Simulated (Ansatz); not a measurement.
# InSb, element substitutions

The parent structure is InSb in the zinc blende structure (space group F-43m, No. 216; a = 6.520 Å).

Each row replaces one element on all its sites; cell and atoms are relaxed.

Computed with PBEsol (Ansatz, a quantum-chemistry and plane-wave program; PAW; 420 eV plane waves; scalar-relativistic without spin-orbit coupling), earlier PAW set.

| change | shortest interatomic distance | density |
|---|---|---|
| base | 2.823 Å | 5.67 g/cm³ |
| Sb → Tl | 2.897 Å | 7.08 g/cm³ |
| In → Cu | 2.495 Å | 6.44 g/cm³ |
| In → Be | 2.410 Å | 5.04 g/cm³ |
| Sb → Bi | 2.910 Å | 7.08 g/cm³ |

Stability against distortions was not tested. As relaxed here, TlIn, CuSb and BeSb are hypothetical phases, not in the database extracts checked. For InBi in this form, whether it has been made was not checked. All final runs are without spin polarisation. An odd electron count without spin: BeSb.
